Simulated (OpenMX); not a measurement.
GaN:

```
Ga N
1.0
     3.18000    0.00000    0.00000
    -1.59000    2.75396    0.00000
     0.00000    0.00000    5.16600
Ga N
2 2
Direct
  0.66667 0.33333 0.50000
  0.33333 0.66667 0.00000
  0.66667 0.33333 0.87500
  0.33333 0.66667 0.37500
```

Base run:

```yaml
Program: OpenMX 3.8.5
Functional: PBE
Potentials_or_basis: OpenMX 2013 PBE set, Ga7.0-s3p2d2, N6.0-s2p2d1, grid cutoff 500 Ry
k_mesh: 11 × 11 × 5
Occupations: fermi-dirac, width 0.05 eV
Spin: no spin polarisation
```

Its results: band gap on the k mesh 2.40 eV, direct; pressure 9.2 GPa; largest force 0.117 eV/Å.

The run is repeated on the same cell with these changes: functional from PBE to LDA; potentials or basis from OpenMX 2013 PBE set, Ga7.0-s3p2d2, N6.0-s2p2d1, grid cutoff 500 Ry to OpenMX 2013 LDA set, Ga7.0-s3p2d2, N6.0-s2p2d1, grid cutoff 500 Ry. What comes out?

Band gap on the k mesh 2.43 eV, direct; pressure -1.7 GPa; largest force 0.113 eV/Å.

Caveats: the basis of atomic orbitals isn't converged, which shifts pressures, moduli and gaps.

Not every run made on this cell is shown here.
